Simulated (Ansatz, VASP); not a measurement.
# MgS in VASP and in Ansatz

```
Mg S
1.0
     4.03368    0.00000    0.00000
    -2.01684    3.49327    0.00000
     0.00000    0.00000   26.25140
Mg S
8 8
Direct
  0.00000 0.00000 0.99986
  0.33333 0.66667 0.12428
  0.66667 0.33333 0.24950
  0.00000 0.00000 0.37469
  0.33333 0.66667 0.49987
  0.66667 0.33333 0.62504
  0.00000 0.00000 0.75023
  0.33333 0.66667 0.87544
  0.00000 0.00000 0.09369
  0.33333 0.66667 0.21838
  0.66667 0.33333 0.34359
  0.00000 0.00000 0.46877
  0.33333 0.66667 0.59395
  0.66667 0.33333 0.71913
  0.00000 0.00000 0.84431
  0.33333 0.66667 0.96926
```

Alike in both runs: functional PBE; k mesh 9 × 9 × 1; occupations gaussian, width 0.02 eV; no spin polarisation.

Ansatz relaxed the structure, and its values are those at the end. VASP's run is a single point on that final structure, the one shown.

|  | VASP | Ansatz |
| --- | --- | --- |
| version | VASP 6.6.1 | Ansatz 0.2.0 |
| potentials or method | VASP PAW PBE potentials, release 64 (Mg, S) | scalar-relativistic, plane waves, PAW |
| plane-wave cutoff (eV) | 520 | 420 |
| valence electrons in the cell | 64 | 128 |

```tsv
	VASP	Ansatz	Ansatz less VASP
gap on the k mesh at the Fermi level (eV)	3.36	3.37	+0.009
least direct gap on the mesh (eV)	3.36	3.37	+0.009
pressure (GPa)	-0.2	0.0	+0.15
```

The two sets of potentials don't hold the same shells in valence.

Caveats: an odd mesh through Γ misses points on the zone boundary, where band edges often lie. A hybrid or GW would open this gap; PBE tends to underestimate it.
